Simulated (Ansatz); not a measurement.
## Every step of a relaxation of Ta (beta tin type)

DFT, PBE, PAW with Ansatz's default frozen-core files, scalar-relativistic (Ansatz 0.2.0); a Γ-centred 17×17×17 k mesh, Fermi–Dirac smearing of 0.1 eV, no spin polarisation. The run relaxes shape and atoms at held volume.

Command: `ansatz run input.yaml --threads 1 --pin off --max-ram 2048MiB --backend cpu --events-out ev --progress --plain --runs-dir out` It took 29 s on 1 thread of Intel(R) Xeon(R) Platinum 8488C (Sapphire Rapids) (shared host), peak memory 0.52 GiB.

PAW: frozen-core files, cutoff 420 eV; forces are relaxed below 0.005 eV/Å.

Each step lists its free energy a cell above the last geometry, the pressure, the cell vectors (Å), and Cartesian positions (Å) with forces (eV/Å).

The first step:

```
step 1  dF = 9.31 meV  P = 73.6 GPa
  cell -2.4131 2.4131 1.2845  2.4131 -2.4131 1.2845  2.4131 2.4131 -1.2845
  Ta 0.0000 -1.2066 -0.3211   0.0000 0.0000 0.0000
  Ta 0.0000 1.2066 0.3211   0.0000 0.0000 0.0000
```

Spin–orbit coupling is left out, which matters for the heavy atoms.

Q: Where does the relaxation end, and by which steps?

A: After 3 geometries, with conventional a, b, c = 4.796, 4.796, 2.602 Å, at 14.960 Å³/atom and 73.2 GPa in space group I4_1/amd, with a shortest distance of 2.485 Å. The further steps:
```
step 2  dF = 0.48 meV  P = 73.2 GPa
  cell -2.3947 2.3947 1.3044  2.3947 -2.3947 1.3044  2.3947 2.3947 -1.3044
  Ta 0.0000 -1.1973 -0.3261   0.0000 0.0000 0.0000
  Ta 0.0000 1.1973 0.3261   0.0000 0.0000 0.0000
step 3  dF = 0.00 meV  P = 73.2 GPa
  cell -2.3980 2.3980 1.3008  2.3980 -2.3980 1.3008  2.3980 2.3980 -1.3008
  Ta 0.0000 -1.1990 -0.3252   0.0000 0.0000 0.0000
  Ta 0.0000 1.1990 0.3252   0.0000 0.0000 0.0000
step 4  dF = -0.03 meV  P = 73.2 GPa  (same geometry on a basis chosen anew; earlier energies don't compare to the last digit)
  cell -2.3980 2.3980 1.3008  2.3980 -2.3980 1.3008  2.3980 2.3980 -1.3008
  Ta 0.0000 -1.1990 -0.3252   0.0000 0.0000 0.0000
  Ta 0.0000 1.1990 0.3252   0.0000 0.0000 0.0000
```
